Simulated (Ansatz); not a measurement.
## SCF log, Co

Co is taken as an experimental structure (space group Fm-3m), 1 atom in the cell. The computed pressure is over 10 GPa in size, so the cell is far from the computed equilibrium volume. Source: COD entry 9012943, which need not be the ambient phase.

These are results of DFT, PBE, PAW, plane waves, scalar-relativistic in Ansatz development build ahead of 0.2.0, not measurements.

Input:

```yaml
crystal:
  lattice:
    - [0.0, 1.80115, 1.80115]
    - [1.80115, 0.0, 1.80115]
    - [1.80115, 1.80115, 0.0]
  atoms:
    - { symbol: Co, position: [0.0, 0.0, 0.0], spin: 3.0 }
magnetization:
  spin_polarized: true
hamiltonian:
  xc: pbe
  pseudopotentials: { kind: paw }
basis:
  ecutwfc: 420
kpoints:
  mp_grid: { grid: [11, 11, 11] }
scf:
  occupations: { method: fermi_dirac, width: 0.01 }
  lower_state_search: "off"
  algorithm: density_mixing
  max_iter: 40
  mixing: {}
output:
  forces: true
  stress: true
```

Launched as:
```sh
ansatz run input.yaml --threads 2 --pin off --max-ram 5120MiB --backend cpu --events-out ev --progress --plain --runs-dir out
```

What the program printed (shortened):

```
Pseudopotentials: kind: paw
Pseudopotential: Co, paw, valence charge 17, recommended cutoff 420 eV (normal), Co.paw.azcp
Functional definition: PBE
Crystal: 1 atoms, lattice volume = 11.686 Å³
Basis set: ecut = 420 eV, 259 PW (Γ), exchange–correlation on 36×36×36 points (8 copies of the dense FFT grid, shifted against one another)
Bands: 14, of which v1, the nominal top of the filled ones, is band 9 counted from 1 (8 counted from 0)
Symmetry: 48 space group operations
Space group: Fm-3m (ITA 225), of the structure as read, at distance tolerance 2.3e-5 Å
Magnetic group: BNS 225.116 (UNI 1618), of the structure as read, at distance tolerance 2.3e-5 Å
k-points: 56 of 1331
Non-local potential: Co, projectors of the file, l = 0: 3, l = 1: 2, l = 2: 3, l = 3: 1
Initial density: superposition of atomic densities (chi_scale 0.1, normalization cell)
Starting moments: Σ|m| = 3 μB on 1 of 1 site
Initial wavefunctions: pseudopotential atomic-orbital guess
Functional: x = pbe(κ = 0.804, μ = 0.2195149727645171), c = pbe(β = 0.06672455060314922)
iter 1 solved again at ethr=6.72e-4 eV; its pass at ethr=3.10e-3 eV (dr2=1.14e-1 eV) is discarded
SCF iter   1: F=—  HF=-5125.885369 eV  |F-HF|=—  |Δ(HF+E_count)|=         —  Δρ=1.11e-1 (↑1.11e-1 ↓7.56e-2)  dr2=1.14e-1  dr2_m=9.19e-1  M=1.963 μB ∫|m|=2.061 μB  β_m=0.30  ethr=6.72e-4  ⟨swp⟩=1.0  Hψ=10345  notcnv=0
Mixer restart at iter 1: flushing history
preconditioner: auto → none  [metal: Δε(μ)=0.010 eV  Ē_g=15.212 eV  σ=0.010 eV  W_gap=0.24  n_scr=0 (ndim 8)  ℏωp=32.6 eV  f_vac=0.000  D(μ)=2.04/eV (n_scr^D=26)]
spin-set hold released at iteration 1 (the charge has settled, or the pull on large starting moments outlasts its swing): the magnetisation degrees of freedom join the quasi-Newton model from the next iteration; the mixer history was flushed
SCF iter   2: F=—  HF=-5125.970366 eV  |F-HF|=—  |Δ(HF+E_count)|=   8.50e-2  Δρ=7.56e-2 (↑6.93e-2 ↓7.56e-2)  dr2=5.97e-3  dr2_m=5.60e-1  M=1.891 μB ∫|m|=2.012 μB  β_m=0.65  ethr=6.71e-4  ⟨swp⟩=2.6  Hψ=2547  notcnv=0
SCF iter   3: F=—  HF=-5126.444924 eV  |F-HF|=—  |Δ(HF+E_count)|=   4.75e-1  Δρ=9.33e-2 (↑9.33e-2 ↓6.54e-2)  dr2=1.56e0  dr2_m=2.41e-2  M=1.797 μB ∫|m|=1.957 μB  β_m=0.65  ethr=3.51e-5  ⟨swp⟩=3.8  Hψ=4839  notcnv=0  defer=35
SCF iter   4: F=—  HF=-5126.094912 eV  |F-HF|=—  |Δ(HF+E_count)|=   3.50e-1  Δρ=1.15e-2 (↑2.89e-3 ↓1.15e-2)  dr2=5.23e-3  dr2_m=5.43e-3  M=1.664 μB ∫|m|=1.851 μB  β_m=0.82  ethr=3.51e-5  ⟨swp⟩=4.0  Hψ=4884  notcnv=0  defer=93
SCF iter   5: F=—  HF=-5126.095427 eV  |F-HF|=—  |Δ(HF+E_count)|=   5.15e-4  Δρ=4.70e-3 (↑3.82e-3 ↓4.70e-3)  dr2=6.65e-5  dr2_m=1.94e-3  M=1.605 μB ∫|m|=1.797 μB  β_m=0.91  ethr=3.07e-5  ⟨swp⟩=2.0  Hψ=2535  notcnv=0  defer=96
SCF iter   6: F=—  HF=-5126.095587 eV  |F-HF|=—  |Δ(HF+E_count)|=   1.60e-4  Δρ=4.63e-3 (↑2.54e-3 ↓4.63e-3)  dr2=3.75e-4  dr2_m=1.35e-3  M=1.603 μB ∫|m|=1.785 μB  β_m=0.93  ethr=3.91e-7  ⟨swp⟩=2.1  Hψ=2799  notcnv=0  defer=98
SCF iter   7: F=—  HF=-5126.095760 eV  |F-HF|=—  |Δ(HF+E_count)|=   1.73e-4  Δρ=4.46e-4 (↑4.46e-4 ↓4.27e-4)  dr2=3.55e-5  dr2_m=3.16e-6  M=1.603 μB ∫|m|=1.786 μB  β_m=0.85  ethr=3.91e-7  ⟨swp⟩=2.0  Hψ=2117  notcnv=0  defer=98
SCF iter   8: F=—  HF=-5126.095756 eV  |F-HF|=—  |Δ(HF+E_count)|=   3.91e-6  Δρ=5.98e-4 (↑5.98e-4 ↓4.83e-4)  dr2=1.10e-6  dr2_m=3.07e-5  M=1.603 μB ∫|m|=1.786 μB  β_m=0.93  ethr=2.09e-7  ⟨swp⟩=2.1  Hψ=2063  notcnv=0  defer=98
SCF iter   9: F=—  HF=-5126.095759 eV  |F-HF|=—  |Δ(HF+E_count)|=   3.13e-6  Δρ=3.75e-4 (↑3.58e-4 ↓3.75e-4)  dr2=1.85e-7  dr2_m=1.43e-5  M=1.603 μB ∫|m|=1.786 μB  β_m=0.96  ethr=6.48e-9  ⟨swp⟩=2.4  Hψ=2438  notcnv=0  defer=98
SCF iter  10: F=—  HF=-5126.095761 eV  |F-HF|=—  |Δ(HF+E_count)|=   2.07e-6  Δρ=4.78e-5 (↑4.78e-5 ↓4.48e-5)  dr2=2.20e-9  dr2_m=2.27e-7  M=1.603 μB ∫|m|=1.785 μB  β_m=0.98  ethr=1.09e-9  ⟨swp⟩=2.1  Hψ=2368  notcnv=0  defer=98
SCF iter  11: F=-5126.095761 eV  HF=-5126.095761 eV  |F-HF|=8.71e-10  |Δ(HF+E_count)|=   3.67e-8  Δρ=8.81e-6 (↑7.89e-6 ↓8.81e-6)  dr2=1.57e-10  dr2_m=7.43e-9  M=1.603 μB ∫|m|=1.785 μB  ethr=1.29e-11  ⟨swp⟩=3.1  Hψ=3913  notcnv=0
SCF 1 converged in 11 iterations: F = -5126.095761 eV  dr2 = 1.57e-10
  greatest PAW one-centre occupation: 1.001 electrons in one spin orbital (limit 2), on the Co atom at site 0 (counted from 0), in its partial waves of l = 1
SCF converged after 11 iterations
Magnetization: 1.6028 μB (9.3014 up, 7.6986 down)
Absolute magnetization: 1.7859 μB (∫|ρ↑−ρ↓|, with the PAW one-centre terms)
Spin contamination: 0.0315 ħ² per cell (⟨S²⟩ above its minimum at these occupations)
Per-site moments (μB) at R_I (Å): [(1.6852, 1.0507)]
Free energy (F): -5126.095761 eV
Harris-Foulkes:  -5126.095761 eV  (|F-HF|=8.71e-10)
Internal energy: -5126.095136 eV  (E = F + TS)
E sigma→0 (E₀):  -5126.095449 eV
Entropy (-TS):   -0.000625 eV (-0.625 meV/atom)
Fermi energy:    17.216709 eV
--- Per-component energies (eV) ---
  E_band       = -269.633579
  E_kinetic    = 451.418092
  E_local      = -2937.709106  (includes V_loc(G=0)·N_el)
  E_nonlocal   = 454.469967
  E_hartree    = 1227.220585
  E_xc         = -158.173702
  E_vxc        = -204.050714  (∫ρ·V_xc dr)
  E_paw        = -1515.027975  (= ΣΔE_a)
  E_vpaw       = -488.202314  (= ΣTr[D̂ρ^β])
  E_aug_tail   = 0.000075  (compensation charges beyond the density's cutoff)
  E_ewald      = -2648.293071
  E_smearing   = -0.000625  (= −TS)
  E_closure    = 0.000000  (closes the sum)
  Σ components = -5126.095761   (vs F -5126.095761, Δ=0.00e0)
--- Forces (eV/Å), atoms counted from 1 ---
  atom   1  Co    -0.00000000     0.00000000     0.00000000
  max |Σ_I F_I| component: 1.89e-31 eV/Å
--- Stress (GPa, compression-positive) ---
      -13.813515       0.000000      -0.000000
        0.000000     -13.813515       0.000000
        0.000000      -0.000000     -13.813515
  P = ⅓ Tr σ = -13.8135 GPa (-138.135 kbar)
```

With one magnetic atom in the cell its copies can only be parallel; orders in a larger cell may lie lower. Only one magnetic start was run, with no search, so the state need not be the lowest.

The run took 0.86 s on 2 threads of Arm Neoverse V2 (shared host), peak memory 0.25 GiB.
